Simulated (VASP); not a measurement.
Runs of VASP 6.6.1 on InP. It takes space group F-43m (No. 216, cubic). The conventional cell has a = 5.879 Å, b = 5.879 Å, c = 5.879 Å, α = 90.00°, β = 90.00°, γ = 90.00°. In (site symmetry -43m) is surrounded by 4 P at 2.55 Å. P (site symmetry -43m) has 4 In at 2.55 Å as nearest neighbours. 

```tsv
task	level	cell	k mesh	cutoff (eV)	grid for exact exchange (PRECFOCK)	exchange at q = 0	screening parameter	share of exact exchange	gap on the mesh (eV)	pressure (GPa)
band structure	PBE0	as given	6 × 6 × 6	520	Fast	truncated	-	-	2.06	0.5
relaxation of cell and atoms	PBEsol	relaxed	8 × 8 × 8	600	-	-	-	-	0.57	0.0
band structure	HSE06	as given	6 × 6 × 6	520	Fast	-	0.2 1/A	-	(b)	0.7
band structure	PBE-EpsX	as given	6 × 6 × 6	520	Fast	truncated	-	0.0643	1.00	(a)
```

Alike in all rows: potentials or basis VASP PAW PBE potentials, release 64 (In_d, P); no spin polarisation; smearing gaussian 0.03 eV.

Task: Estimate the missing entries.

Result: (a) 2.0; (b) 1.46.

Caveats: the PAW data sets were made with another functional, which shifts forces and pressure a little; spin-orbit coupling is left out, which moves the levels of the heavy elements; the relaxation stopped at its first step, so nothing moved (some runs).

A k mesh can miss the band edges, and the runs leave out spin-orbit coupling on In.

Runs at the PBE level aren't shown here.
